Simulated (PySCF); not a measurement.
**CdS (Hawleyite) under changes of volume**

One of the cells (24.808 Å³/atom); the others are scaled copies at fixed shape and fractional positions:

```
CELL_PARAMETERS angstrom
0.00000 2.91650 2.91650
2.91650 0.00000 2.91650
2.91650 2.91650 0.00000
ATOMIC_POSITIONS crystal
Cd 0.00000 0.00000 0.00000
S 0.25000 0.25000 0.25000
```

```yaml
Program: PySCF 2.14.0
Functional: LDA
Potentials_or_basis: DZVP-MOLOPT-SR/GTH-PBE (potentials made for PBE)
k_mesh: 3 × 3 × 3
Occupations: fermi-dirac, width 0.05 eV
Spin: no spin polarisation
```

| volume (Å³/atom) | energy over the lowest point (meV/atom) | gap on the mesh (eV) |
| --- | --- | --- |
| 23.319 | 26.51 | 0.91 |
| 23.815 | ? | ? |
| 24.312 | 4.21 | 0.82 |
| 24.808 | 0.08 | 0.78 |
| 25.304 | 0.00 | 0.73 |
| 25.800 | 3.57 | 0.69 |
| 26.296 | 10.42 | 0.65 |

Question: What does the run at 23.815 Å³/atom give?

Answer: Energy over the lowest point 12.85 meV/atom; gap on the mesh 0.87 eV.

Worked out: A Birch-Murnaghan fit of order 3 (a polynomial in V^(-2/3)) to the other rows has its minimum at 25.06 Å³/atom with B0 = V·E''(V) = 63 GPa and B' = 4.3. It gives 12.86 meV/atom at 23.815 Å³/atom, against the run's 12.85. A straight line through the other rows of the gap, of slope -2.18 eV per unit of ln V (its deformation potential), gives 0.86 eV, against the run's 0.87.

Energies are extrapolated to zero smearing.

Caveats: all runs use coarse meshes; the potentials were made for another functional, which shifts forces and pressure; the basis of atomic orbitals isn't converged, which shifts pressures, moduli and gaps.

Spin-orbit coupling on Cd is left out.
